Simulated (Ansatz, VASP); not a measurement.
# One calculation of Be, two programs

The input INCAR:

```
PREC = Accurate
ENCUT = 520
EDIFF = 1E-6
ISMEAR = -1
SIGMA = 0.1
LREAL = False
LASPH = True
NELM = 60
ALGO = Normal
ISIF = 2
LWAVE = False
LCHARG = False
NBANDS = 9
```

Contents of KPOINTS:

```
regular mesh
0
Gamma
  17 17 10
```

POSCAR

```
Be
1.0
    2.2295160349      0.0000000000      0.0000000000
   -1.1147580175      1.9308175243      0.0000000000
    0.0000000000      0.0000000000      3.5083258361
Be
2
Direct
    0.3333333333      0.6666666667      0.2500000000
    0.6666666667      0.3333333333      0.7500000000
```

Input for Ansatz:

```yaml
crystal:
  lattice:
    - [2.2295160349, 0.0, 0.0]
    - [-1.1147580175, 1.9308175243, 0.0]
    - [0.0, 0.0, 3.5083258361]
  atoms:
    - { symbol: Be, position: [0.3333333333, 0.6666666667, 0.25] }
    - { symbol: Be, position: [0.6666666667, 0.3333333333, 0.75] }
hamiltonian:
  xc: lda
  pseudopotentials:
    kind: paw
    azcp:
      Be: "pseudopotentials/Be.paw.azcp"
basis:
  ecutwfc: 420
  fft_grid_basis: typed
kpoints:
  mp_grid: { grid: [17, 17, 10], shift: [0, 0, 0] }
magnetization:
  spin_polarized: false
scf:
  occupations: { method: fermi_dirac, width: 0.1 }
  lower_state_search: "off"
output:
  stress: true
```

Alike in both runs: task single point; functional LDA; k mesh 17 × 17 × 10; occupations fermi-dirac, width 0.1 eV; no spin polarisation.

|  | VASP | Ansatz |
| --- | --- | --- |
| version | VASP 6.6.1 | Ansatz 0.2.0 |
| potentials or method | VASP PAW LDA potentials, release 64 (Be) | plane waves (420 eV) with PAW, scalar-relativistic |
| plane-wave cutoff (eV) | 520 | 420 |
| valence electrons in the cell | 4 | 4 |

VASP gave:

| Quantity | Value |
| --- | --- |
| pressure (GPa) | 0.5 |
| largest component of the traceless stress (GPa) | 0.09 |

**Question.** Which values does Ansatz return?

**Answer.** Pressure (GPa): 0.0; largest component of the traceless stress (GPa): 0.10.

Ansatz warned: «pseudo_functional_mismatch».
